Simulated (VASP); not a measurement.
# Sb in VASP: further runs, part 2 of 2

VASP 6.6.1. The steps go on from the part before.

## Step 4: Single point, PBE

This run uses another cell than the first one, of 42.31 Å³/atom, 0.814 times its volume.

Contents of INCAR:

```
PREC = Accurate
ENCUT = 460
EDIFF = 1E-7
ISMEAR = 1
SIGMA = 0.1
LREAL = False
LASPH = True
NELM = 120
ALGO = Normal
ISIF = 2
LWAVE = False
LCHARG = False
LDIPOL = True
IDIPOL = 3
DIPOL = 0.5 0.5 0.500
GGA = PE
NBANDS = 36
LVHAR = True
LVACPOTAV = True
```

Contents of KPOINTS:

```
Automatic mesh
0
Gamma
  8 7 1
```

Contents of POSCAR:

```
Sb
1.0
    4.3012006640      0.0000000000      0.0000000000
    0.0000000000      4.4926953733      0.0000000000
    0.0000000000      0.0000000000     17.5157280909
Sb
8
Direct
    0.5000000000      0.0284878556      0.2283661849
    0.0000000000      0.5966576973      0.2399636827
    0.0000000000      0.5702030399      0.4055895624
    0.5000000000      0.1383728816      0.4171870602
    0.5000000000      0.1119182242      0.5828129398
    0.0000000000      0.6800880658      0.5944104376
    0.0000000000      0.6536334085      0.7600363173
    0.5000000000      0.2218032501      0.7716338151
```

Potentials or basis: VASP PAW PBE potentials, release 64 (Sb).

Started as:

```console
cat potpaw_PBE.64/Sb/POTCAR > POTCAR
mpirun -np 1 vasp_std > vasp.out
```

OUTCAR:

```text
PREC = Accurate
   ENCUT = 460
   EDIFF = 1E-7
   ISMEAR = 1
   LREAL = False
   LASPH = True
   NELM = 120
   ISIF = 2
   GGA = PE

 Found     20 irreducible k-points:

 Following reciprocal coordinates:
            Coordinates               Weight
  0.000000  0.000000  0.000000      1.000000
  0.125000  0.000000  0.000000      2.000000
[... 299 lines left out ...]
  -------------------------------------------------------------------------------------
  Total        2.2923074      2.8908801      0.2597986      0.0000000     -0.7188773      0.0000000
  in kB       10.8507203     13.6840857      1.2297662      0.0000000     -3.4028320      0.0000000
  external PRESSURE =       8.5881907 kB  Pullay stress =       0.0000000 kB

 VOLUME and BASIS-vectors are now :
 -----------------------------------------------------------------------------
  energy-cutoff  :      460.00
  volume of cell :      338.47
      direct lattice vectors                 reciprocal lattice vectors
     4.301200664  0.000000000  0.000000000     0.232493222  0.000000000  0.000000000
     0.000000000  4.492695373  0.000000000     0.000000000  0.222583531  0.000000000
     0.000000000  0.000000000 17.515728091     0.000000000  0.000000000  0.057091546

 POSITION                                       TOTAL-FORCE (eV/Angst)
 -----------------------------------------------------------------------------------
      2.15060      0.12799      4.00000         0.000000     -0.055139      0.277686
      0.00000      2.68060      4.20314         0.000000      0.140561     -0.093543
      0.00000      2.56175      7.10420         0.000000      0.159480      0.224469
      2.15060      0.62167      7.30734         0.000000     -0.197367     -0.982768
      2.15060      0.50281     10.20839         0.000000      0.197367      0.982768
      0.00000      3.05543     10.41153         0.000000     -0.159480     -0.224469
      0.00000      2.93658     13.31259         0.000000     -0.140561      0.093543
      2.15060      0.99649     13.51573         0.000000      0.055139     -0.277686
 -----------------------------------------------------------------------------------
    total drift:                                0.000000      0.000000     -0.000000

  FREE ENERGIE OF THE ION-ELECTRON SYSTEM (eV)
  ---------------------------------------------------
  free  energy   TOTEN  =       -32.2050704053 eV

  energy  without entropy=      -32.2044415757  energy(sigma->0) =      -32.20486080
```

OSZICAR:

```text
N       E                     dE             d eps       ncg     rms          rms(c)
DAV:   1     0.182741195740E+03    0.18274E+03   -0.11897E+04  1440   0.772E+02
DAV:   2    -0.146240388922E+02   -0.19737E+03   -0.18714E+03  1732   0.141E+02
DAV:   3    -0.317740554574E+02   -0.17150E+02   -0.16788E+02  1840   0.441E+01
DAV:   4    -0.322324281921E+02   -0.45837E+00   -0.45714E+00  1748   0.808E+00
DAV:   5    -0.322505133615E+02   -0.18085E-01   -0.18082E-01  1956   0.185E+00    0.587E+00
DAV:   6    -0.322248841466E+02    0.25629E-01   -0.30917E-02  1732   0.796E-01    0.350E+00
DAV:   7    -0.322061493974E+02    0.18735E-01   -0.76379E-02  1620   0.102E+00    0.294E-01
DAV:   8    -0.322049382039E+02    0.12112E-02   -0.75503E-03  1692   0.381E-01    0.154E-01
DAV:   9    -0.322046638377E+02    0.27437E-03   -0.29174E-03  1620   0.200E-01    0.626E-02
DAV:  10    -0.322047674339E+02   -0.10360E-03   -0.40600E-04  1636   0.717E-02    0.234E-02
DAV:  11    -0.322049383692E+02   -0.17094E-03   -0.14300E-04  1708   0.440E-02    0.161E-02
DAV:  12    -0.322050634894E+02   -0.12512E-03   -0.18950E-04  1548   0.463E-02    0.701E-03
DAV:  13    -0.322050708520E+02   -0.73626E-05   -0.17034E-05  1536   0.202E-02    0.347E-03
DAV:  14    -0.322050704559E+02    0.39612E-06   -0.31010E-06  1616   0.878E-03    0.180E-03
DAV:  15    -0.322050704053E+02    0.50606E-07   -0.49092E-07  1584   0.324E-03
   1 F= -.32205070E+02 E0= -.32204861E+02  d E =-.628830E-03
```

Run time: 2.8 min. Hardware: 1 thread of Intel Xeon Platinum 8488C (Sapphire Rapids), shared host; peak memory 0.39 GiB.

The run converged, but some of its settings lie outside the range that counts as converged, so its numbers aren't taken as properties of the slab.

Results:

- Free energy: -32.2051 eV
- Largest force: 1.002 eV/Å
- Band gap on the k mesh: 0.04 eV, indirect (least direct gap 0.32 eV)

Caveat: spin-orbit coupling is left out, which moves the levels of the heavy elements.
